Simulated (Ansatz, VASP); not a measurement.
This is a calculation of AgI for Ansatz 0.2.0.

The input input.yaml:

```yaml
crystal:
  lattice:
    - [0.0, 3.1704304409, 3.1704304409]
    - [3.1704304409, 0.0, 3.1704304409]
    - [3.1704304409, 3.1704304409, 0.0]
  atoms:
    - { symbol: I, position: [0.75, 0.75, 0.75] }
    - { symbol: Ag, position: [0.0, 0.0, 0.0] }
hamiltonian:
  xc: pbe
  pseudopotentials: { kind: paw }
kpoints:
  mp_grid: { grid: [7, 7, 7] }
scf:
  occupations: { method: fermi_dirac, width: 0.05 }
output:
  forces: true
  stress: true
  eigenvalues: true
```

Potentials or basis: Ansatz PAW.

The run is started by

```sh
$ ansatz run input.yaml --threads 2 --pin off --max-ram 5120MiB --backend cpu --events-out ev --progress --plain --runs-dir out
```

Task: Set up the same calculation for VASP 6.6.1. Potentials there: VASP PAW PBE potentials, release 64 (I, Ag).

Result: As run (the cutoff follows the program's own potentials):

File INCAR:

```
PREC = Accurate
ENCUT = 520
EDIFF = 1E-7
ISMEAR = -1
SIGMA = 0.05
LREAL = False
LASPH = True
NELM = 100
ALGO = Normal
ISIF = 2
LWAVE = False
LCHARG = False
GGA = PE
NBANDS = 16
```

File KPOINTS:

```
regular mesh
0
Gamma
  7 7 7
```

Contents of POSCAR:

```
AgI
1.0
    0.0000000000      3.1704304409      3.1704304409
    3.1704304409      0.0000000000      3.1704304409
    3.1704304409      3.1704304409      0.0000000000
I Ag
1 1
Direct
    0.7500000000      0.7500000000      0.7500000000
    0.0000000000      0.0000000000      0.0000000000
```

Potentials or basis: VASP PAW PBE potentials, release 64 (I, Ag).

Command:

```bash
$ cat potpaw_PBE.64/I/POTCAR potpaw_PBE.64/Ag/POTCAR > POTCAR
$ mpirun -np 1 vasp_std > vasp.out
```

Both were run:

|  | VASP | Ansatz | Ansatz less VASP |
| --- | --- | --- | --- |
| gap on the k mesh at the Fermi level (eV) | 1.34 | 1.34 | -0.003 |
| least direct gap on the mesh (eV) | 1.34 | 1.34 | -0.003 |
| pressure (GPa) | 4.8 | 4.9 | +0.09 |

The two sets of potentials don't hold the same shells in valence.

Caveats: spin-orbit coupling is left out, which moves the levels of the heavy elements; odd divisions of the mesh miss points on the zone boundary, where band edges often lie, so the gap on the mesh can be too wide (Ansatz).
